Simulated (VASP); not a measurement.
# What goes wrong when the modes of GaP are computed with a bad input, part 2 of 2

Some phonon runs on GaP get a fault in the input on purpose. Which of them show, and how? The starting structure is a measured crystal structure from the Crystallography Open Database.

VASP 6.6.1.

Results so far: reference T2 364.7 cm⁻¹.

## (3) Modes with finite displacements, else as the reference

Level of this step: LDA; plane waves and PAW (Ga_d, P) (VASP).

Against step 2 the input has IBRION = 6, NFREE = 2, POTIM = 0.015 and no LEPSILON (also changed: NSW).

Input file INCAR:

```
SYSTEM = GaP
PREC = Accurate
ENCUT = 450
EDIFF = 1E-08
NELM = 100
ISMEAR = 0
SIGMA = 0.03
LREAL = .FALSE.
ALGO = Normal
GGA = CA
LORBIT = 11
LWAVE = .FALSE.
LCHARG = .FALSE.
KPAR = 2
IBRION = 6
NFREE = 2
POTIM = 0.015
NSW = 1
ISIF = 2
```

Input file POSCAR:

```
GaP
1.0
    0.0000000000      2.6962074752      2.6962074752
    2.6962074752      0.0000000000      2.6962074752
    2.6962074752      2.6962074752      0.0000000000
Ga P
1 1
Direct
    0.0000000000      0.0000000000      0.0000000000
    0.7500000000      0.7500000000      0.7500000000
```

Input file KPOINTS:

```
Automatic mesh
0
Gamma
8 8 8
0 0 0
```

Potentials, in the order of the species: Ga_d and P (LDA family, release 64).

Command:

```sh
$ mpirun -np 2 vasp_std
```

The log of the run:

```text
[... set-up lines as in an earlier step ...]
 entering main loop
       N       E                     dE             d eps       ncg     rms          rms(c)
[... 14 cycles as in an earlier step ...]
   1 F= -.10450296E+02 E0= -.10450296E+02  d E =-.242047E-17
[...]
2 F= -.10449114E+02 E0= -.10449114E+02  d E =-.461616E-12
[...]
3 F= -.10449114E+02 E0= -.10449114E+02  d E =-.463347E-12
[...]
4 F= -.10449116E+02 E0= -.10449116E+02  d E =-.465454E-12
[...]
5 F= -.10449116E+02 E0= -.10449116E+02  d E =-.465094E-12
 Finite differences progress:
  Degree of freedom:   2/  2
  Displacement:        2/  2
  Total:               4/  4
```

Run time: 53 s. Hardware: 2 MPI ranks of Intel Xeon 6975P-C (Granite Rapids), shared host; peak memory 0.37 GiB.

OUTCAR, selected parts (step 3):

```text
  Total       -0.0050784     -0.0023324     -0.0023324      0.0000000     -0.1211708      0.0000000
  in kB       -0.2075614     -0.0953303     -0.0953303      0.0000000     -4.9524329      0.0000000
  external PRESSURE =      -0.1327407 kB  Pullay stress =       0.0000000 kB

 POSITION                                       TOTAL-FORCE (eV/Angst)
 -----------------------------------------------------------------------------------
      0.00000      0.00000      0.00000        -0.157257      0.000000      0.000000
      4.02931      4.04431      4.04431         0.157257      0.000000      0.000000
 -----------------------------------------------------------------------------------
    total drift:                               -0.000108     -0.000001     -0.000001

  FREE ENERGIE OF THE ION-ELECTRON SYSTEM (eV)
  ---------------------------------------------------
  free  energy   TOTEN  =       -10.4491162795 eV

  energy  without entropy=      -10.4491162795  energy(sigma->0) =      -10.44911628

[... 2 parts as in an earlier step ...]

[... 1 further part left out ...]
[key lines of the parts left out:]
E-fermi :   5.0160
```

The last energy, forces and stress in OUTCAR belong to the last displaced cell, not to that of POSCAR.

With finite displacements, else as the reference the mode is T2 364.6 cm⁻¹, -0.1 cm⁻¹ from the reference.

## (4) Modes with perturbation theory asked for with a meta-GGA

A slip made on purpose: perturbation theory asked for with a meta-GGA. Against step 2 the input has METAGGA = R2SCAN, LASPH = .TRUE. and no GGA (also changed: NELM).

Input file INCAR:

```
SYSTEM = GaP
PREC = Accurate
ENCUT = 450
EDIFF = 1E-08
NELM = 60
ISMEAR = 0
SIGMA = 0.03
LREAL = .FALSE.
ALGO = Normal
LORBIT = 11
LWAVE = .FALSE.
LCHARG = .FALSE.
KPAR = 2
IBRION = 8
LEPSILON = .TRUE.
ISIF = 2
METAGGA = R2SCAN
LASPH = .TRUE.
```

POSCAR is that of step 3.

KPOINTS is that of step 3.

Command:

```sh
$ mpirun -np 2 vasp_std
```

The log of the run:

```text
[banner, memory and clock lines left out]
running    2 mpi-ranks, on    1 nodes
[...]
|                                                                             |
|               ----> ADVICE to this user running VASP <----                  |
|                                                                             |
|     You enforced a specific xc type in the INCAR file but a different       |
|     [... a line on the potential file left out ...]
|     I HOPE YOU KNOW WHAT YOU ARE DOING!                                     |
|                                                                             |

 LDA part: xc-table for (None), standard interpolation
 POSCAR, INCAR and KPOINTS ok, starting setup
[...]
entering main loop
       N       E                     dE             d eps       ncg     rms          rms(c)
DAV:   1    -0.973276340671E+02   -0.97328E+02   -0.90519E+03   770   0.188E+03
DAV:   2    -0.176455767095E+03   -0.79128E+02   -0.76427E+02   809   0.319E+02
[...]
1 F= -.18008110E+03 E0= -.18008110E+03  d E =-.963584E-12
|                                                                             |
|     EEEEEEE  RRRRRR   RRRRRR   OOOOOOO  RRRRRR      ###     ###     ###     |
|     E        R     R  R     R  O     O  R     R     ###     ###     ###     |
|     E        R     R  R     R  O     O  R     R     ###     ###     ###     |
|     EEEEE    RRRRRR   RRRRRR   O     O  RRRRRR       #       #       #      |
|     E        R   R    R   R    O     O  R   R                               |
|     E        R    R   R    R   O     O  R    R      ###     ###     ###     |
|     EEEEEEE  R     R  R     R  OOOOOOO  R     R     ###     ###     ###     |
|                                                                             |
|     You have switched on METAGGA and linear-response routines. This         |
|     combination is currently not supported. If you have selected            |
|     LEPSILON=.TRUE., you can try using LCALCEPS=.TRUE. instead. In all      |
|     other cases, VASP will stop. SOOO sorry...                              |
|                                                                             |
|       ---->  I REFUSE TO CONTINUE WITH THIS SICK JOB ... BYE!!! <----       |
|                                                                             |

1
1
```

It took 29 s on 2 MPI ranks.

VASP stopped with this message: “You have switched on METAGGA and linear-response routines. This combination is currently not supported. If you have selected LEPSILON=.TRUE., you can try using LCALCEPS=.TRUE. instead”.

## (5) Modes with a cutoff far too low

A slip made on purpose: a cutoff far too low. Against step 2 the input has ENCUT = 160 (also changed: NELM).

Input file INCAR:

```
SYSTEM = GaP
PREC = Accurate
ENCUT = 160
EDIFF = 1E-08
NELM = 60
ISMEAR = 0
SIGMA = 0.03
LREAL = .FALSE.
ALGO = Normal
GGA = CA
LORBIT = 11
LWAVE = .FALSE.
LCHARG = .FALSE.
KPAR = 2
IBRION = 8
LEPSILON = .TRUE.
ISIF = 2
```

POSCAR is that of step 4.

KPOINTS is that of step 4.

Command:

```sh
$ mpirun -np 2 vasp_std
```

The log of the run:

```text
[... set-up lines as in an earlier step ...]
 entering main loop
       N       E                     dE             d eps       ncg     rms          rms(c)
DAV:   1     0.417654722881E+02    0.41765E+02   -0.57543E+03   799   0.830E+02
DAV:   2    -0.606983516437E+01   -0.47835E+02   -0.46971E+02   909   0.172E+02
DAV:   3    -0.741381856687E+01   -0.13440E+01   -0.13423E+01   899   0.299E+01
DAV:   4    -0.742545156155E+01   -0.11633E-01   -0.11631E-01   963   0.272E+00
[...]
DAV:  13    -0.639806299794E+01   -0.43832E-07   -0.92558E-07   864   0.100E-02    0.662E-03
DAV:  14    -0.639806292116E+01    0.76777E-07   -0.28492E-07   839   0.281E-03    0.224E-04
DAV:  15    -0.639806292925E+01   -0.80881E-08   -0.21942E-08   819   0.888E-04
   1 F= -.63980629E+01 E0= -.63980629E+01  d E =-.383954E-20
 Linear response reoptimize wavefunctions to high precision
DAV:   1    -0.639806293459E+01   -0.53387E-08   -0.10617E-09   512   0.186E-04
DAV:   2    -0.639806293460E+01   -0.10004E-10   -0.99665E-11   407   0.678E-05
 Linear response G [H, r] |phi>, progress :
  Direction:   1
[...]
RMM:  16    -0.240821589282E+00   -0.24598E-07   -0.15054E-07  3206   0.347E-06    0.379E-08
 first order change of Fermi-energy   0.29268E-03
 force on displaced ion       1 direction 1 : -11.259  -0.000  -0.000
 Born effective charge ion    1 direction 1 :   2.557   0.000   0.000
 Linear response progress:
  Degree of freedom:   2/  2
       N       E                     dE             d eps       ncg     rms          rms(c)
RMM:   1    -0.492282980556E-01   -0.49228E-01    0.18419E-02  5638   0.161E+00
RMM:   2    -0.465029748562E-01    0.27253E-02   -0.55444E-03  4200   0.421E-01    0.126E-01
RMM:   3    -0.466087623576E-01   -0.10579E-03   -0.53332E-04  4683   0.130E-01    0.600E-02
RMM:   4    -0.468316973199E-01   -0.22293E-03   -0.11538E-04  4690   0.529E-02    0.199E-02
[...]
RMM:  15    -0.468682604159E-01    0.11614E-07    0.93725E-13  1635   0.105E-06    0.169E-07
RMM:  16    -0.468682783696E-01   -0.17954E-07    0.69512E-13  1201   0.986E-07    0.101E-07
RMM:  17    -0.468683414190E-01   -0.63049E-07    0.65656E-13  1103   0.971E-07    0.542E-09
 first order change of Fermi-energy   0.32606E-04
 force on displaced ion       2 direction 1 : -11.084   0.000   0.000
 Born effective charge ion    2 direction 1 :  -2.176   0.000   0.000
 Born effective charges drift removed
 Linear response finished
```

Elapsed: 21 s, on 2 MPI ranks; peak memory 0.25 GiB.

OUTCAR, selected parts (step 5):

```text
  Total      -39.0523531    -39.0523531    -39.0523531      0.0000000      0.0000000     -0.0000000
  in kB    -1596.1285596  -1596.1285596  -1596.1285596      0.0000000      0.0000000     -0.0000000
  external PRESSURE =   -1596.1285596 kB  Pullay stress =       0.0000000 kB

 POSITION                                       TOTAL-FORCE (eV/Angst)
 -----------------------------------------------------------------------------------
      0.00000      0.00000      0.00000        -0.000000     -0.000000      0.000000
      4.04431      4.04431      4.04431         0.000000      0.000000     -0.000000
 -----------------------------------------------------------------------------------
    total drift:                                0.000003      0.000003      0.000006

 MACROSCOPIC STATIC DIELECTRIC TENSOR (including local field effects in DFT)
 ------------------------------------------------------
          11.767959     0.000000     0.000000
           0.000000    11.767959     0.000000
          -0.000000    -0.000000    11.767959
 ------------------------------------------------------

 MACROSCOPIC STATIC DIELECTRIC TENSOR IONIC CONTRIBUTION
 ------------------------------------------------------
           2.319669     0.000000    -0.000000
           0.000000     2.319669     0.000000
          -0.000000     0.000000     2.319669
 ------------------------------------------------------

[... 1 part as in an earlier step ...]

[... 1 further part left out ...]
```

With a cutoff far too low the mode is T2 375.8 cm⁻¹, +11.1 cm⁻¹ from the reference.

## (6) Modes with a loose electronic threshold

A slip made on purpose: a loose electronic threshold. Against step 2 the input has EDIFF = 1E-04, IBRION = 6, NFREE = 2, POTIM = 0.015 and no LEPSILON (also changed: NELM and NSW).

Input file INCAR:

```
SYSTEM = GaP
PREC = Accurate
ENCUT = 450
EDIFF = 1E-04
NELM = 60
ISMEAR = 0
SIGMA = 0.03
LREAL = .FALSE.
ALGO = Normal
GGA = CA
LORBIT = 11
LWAVE = .FALSE.
LCHARG = .FALSE.
KPAR = 2
IBRION = 6
NFREE = 2
POTIM = 0.015
NSW = 1
ISIF = 2
```

POSCAR is that of step 5.

KPOINTS is that of step 5.

Command:

```sh
$ mpirun -np 2 vasp_std
```

The log of the run:

```text
[... set-up lines as in an earlier step ...]
 entering main loop
       N       E                     dE             d eps       ncg     rms          rms(c)
[... 9 cycles as in an earlier step ...]
DAV:  10    -0.104502884873E+02    0.26435E-05   -0.41824E-05   497   0.913E-02
   1 F= -.10450288E+02 E0= -.10450288E+02  d E =-.132709E-17
[...]
2 F= -.10449120E+02 E0= -.10449120E+02  d E =-.583385E-12
[...]
3 F= -.10449123E+02 E0= -.10449123E+02  d E =-.640214E-12
[...]
4 F= -.10449134E+02 E0= -.10449134E+02  d E =-.512146E-12
[...]
5 F= -.10449115E+02 E0= -.10449115E+02  d E =-.454021E-12
 Finite differences progress:
  Degree of freedom:   2/  2
  Displacement:        2/  2
  Total:               4/  4
```

Run time: 29 s. Hardware: 2 MPI ranks; peak memory 0.37 GiB; 54 s of CPU time.

Parts of OUTCAR (step 6):

```text
  Total       -0.0101160     -0.0071180     -0.0071180      0.0000000     -0.1203369      0.0000000
  in kB       -0.4134566     -0.2909222     -0.2909222      0.0000000     -4.9183511      0.0000000
  external PRESSURE =      -0.3317670 kB  Pullay stress =       0.0000000 kB

 POSITION                                       TOTAL-FORCE (eV/Angst)
 -----------------------------------------------------------------------------------
      0.00000      0.00000      0.00000        -0.156871      0.000000      0.000000
      4.02931      4.04431      4.04431         0.156871      0.000000      0.000000
 -----------------------------------------------------------------------------------
    total drift:                               -0.000134     -0.000002     -0.000002

  FREE ENERGIE OF THE ION-ELECTRON SYSTEM (eV)
  ---------------------------------------------------
  free  energy   TOTEN  =       -10.4491154095 eV

  energy  without entropy=      -10.4491154095  energy(sigma->0) =      -10.44911541

[... 2 parts as in an earlier step ...]

[... 1 further part left out ...]
[key lines of the parts left out:]
E-fermi :   5.0158
```

With a loose electronic threshold the mode is T2 365.6 cm⁻¹, +1.0 cm⁻¹ from finite displacements, else as the reference.

## (7) Modes with one-sided displacements

A slip made on purpose: one-sided displacements. Against step 2 the input has IBRION = 6, NFREE = 1, POTIM = 0.015 and no LEPSILON (also changed: NELM and NSW).

INCAR: that of step 6 with these lines changed.

```diff
@@ -3,3 +3,3 @@
 ENCUT = 450
-EDIFF = 1E-04
+EDIFF = 1E-08
 NELM = 60
@@ -15,3 +15,3 @@
 IBRION = 6
-NFREE = 2
+NFREE = 1
 POTIM = 0.015
```

POSCAR is that of step 6.

KPOINTS is that of step 6.

Command:

```sh
$ mpirun -np 2 vasp_std
```

The log of the run:

```text
[... set-up lines as in an earlier step ...]
 entering main loop
       N       E                     dE             d eps       ncg     rms          rms(c)
[... 14 cycles as in an earlier step ...]
   1 F= -.10450296E+02 E0= -.10450296E+02  d E =-.242047E-17
 Found     2 degrees of freedom:
 Finite differences POTIM= 0.01500 DOF=   2
[...]
N       E                     dE             d eps       ncg     rms          rms(c)
[... 6 cycles as in an earlier step ...]
   2 F= -.10449114E+02 E0= -.10449114E+02  d E =-.461616E-12
 Finite differences progress:
  Degree of freedom:   1/  2
  Displacement:        1/  1
  Total:               1/  2
[...]
N       E                     dE             d eps       ncg     rms          rms(c)
DAV:   1    -0.104468675185E+02    0.22466E-02   -0.97062E-01  2925   0.821E+00    0.131E-01
DAV:   2    -0.104490974362E+02   -0.22299E-02   -0.23107E-02  2865   0.151E+00    0.532E-02
DAV:   3    -0.104491335578E+02   -0.36122E-04   -0.81403E-04  3795   0.275E-01    0.315E-02
DAV:   4    -0.104491166559E+02    0.16902E-04   -0.82045E-05  2887   0.105E-01    0.668E-03
DAV:   5    -0.104491170250E+02   -0.36915E-06   -0.18103E-05  2685   0.375E-02    0.815E-03
DAV:   6    -0.104491164956E+02    0.52942E-06   -0.82581E-07  3427   0.907E-03    0.464E-03
DAV:   7    -0.104491162731E+02    0.22252E-06   -0.10624E-06  2915   0.654E-03    0.868E-04
DAV:   8    -0.104491162838E+02   -0.10677E-07   -0.21902E-07  2695   0.315E-03    0.636E-04
DAV:   9    -0.104491162838E+02   -0.45475E-11   -0.40171E-09  1505   0.531E-04
   3 F= -.10449116E+02 E0= -.10449116E+02  d E =-.464607E-12
 Finite differences progress:
  Degree of freedom:   2/  2
  Displacement:        1/  1
  Total:               2/  2
```

Run time: 32 s. Hardware: 2 MPI ranks; peak memory 0.36 GiB.

OUTCAR, selected parts (step 7):

```text
  Total       -0.0050245     -0.0022803     -0.0022803      0.0000000      0.1212601      0.0000000
  in kB       -0.2053588     -0.0932011     -0.0932011      0.0000000      4.9560841      0.0000000
  external PRESSURE =      -0.1305870 kB  Pullay stress =       0.0000000 kB

 POSITION                                       TOTAL-FORCE (eV/Angst)
 -----------------------------------------------------------------------------------
      0.00000      0.00000      0.00000         0.157262      0.000000      0.000000
      4.05931      4.04431      4.04431        -0.157262      0.000000      0.000000
 -----------------------------------------------------------------------------------
    total drift:                                0.000110      0.000000      0.000000

  FREE ENERGIE OF THE ION-ELECTRON SYSTEM (eV)
  ---------------------------------------------------
  free  energy   TOTEN  =       -10.4491162838 eV

  energy  without entropy=      -10.4491162838  energy(sigma->0) =      -10.44911628

[... 2 parts as in an earlier step ...]

[... 1 further part left out ...]
[key lines of the parts left out:]
E-fermi :   5.0160
```

With one-sided displacements the mode is T2 364.6 cm⁻¹, as with finite displacements, else as the reference.

## (8) Comparison

| run | ended | T2 | method | core minutes |
| --- | --- | --- | --- | --- |
| reference | converged | 364.7 | perturbation theory | 3.93 |
| finite displacements, else as the reference | converged | 364.6 | finite displacements | 1.77 |
| perturbation theory asked for with a meta-GGA | stopped by VASP | - | perturbation theory | 0.967 |
| a cutoff far too low | converged | 375.8 | perturbation theory | 0.7 |
| a loose electronic threshold | converged | 365.6 | finite displacements | 0.967 |
| one-sided displacements | converged | 364.6 | finite displacements | 1.07 |

Modes are in cm⁻¹, degenerate ones as one, matched between runs by symmetry and order. A number in brackets counts the listed modes of one symmetry from the lowest. The symmetry labels come from an automatic analysis and can be wrong where levels nearly coincide. Core minutes are wall time times ranks of the run shown, on a shared host.

## (9) Results

| Quantity | Value |
| --- | --- |
| T2, reference | 364.7 cm⁻¹ |
| T2, finite displacements, else as the reference | 364.6 cm⁻¹ |
| T2, a cutoff far too low | 375.8 cm⁻¹ |
| T2, a loose electronic threshold | 365.6 cm⁻¹ |
| T2, one-sided displacements | 364.6 cm⁻¹ |
| run with perturbation theory asked for with a meta-GGA | stopped by VASP |

What this shows: VASP stopped by itself in the run with perturbation theory asked for with a meta-GGA. Finished, but with signs in the output that stand out against the reference: a cutoff far too low, with modes off by up to +11 cm⁻¹, in T2 (signs: a pressure of -159.6 GPa on the undisplaced cell); a loose electronic threshold, with modes off by up to +1.0 cm⁻¹, in T2 (signs: a pressure of 0.4 GPa on the undisplaced cell and a translation at -2 cm⁻¹ instead of zero). Little came of one-sided displacements in this material. Runs with finite displacements are held against the sound run of that kind. The dielectric constants and Born charges in the logs aren't compared here; at a small gap they can be far off, and in a run without a gap they mean nothing. The frequencies are harmonic, and the splitting of polar modes by their long-range field is left out. Further runs on this material are not shown.

[Lines on the potential files, build, host, timing and source positions are cut from VASP's logs without a mark.]

[Logs are printed without paths, hosts, clocks, repeated set-up lines and the standing remarks that a program may print on its own settings, such as how far it seeks lower states.]

[Hosts, paths, dates, database ids (printed as entryN), source tags and the programs' standing remarks are cut or masked in the printed files.]
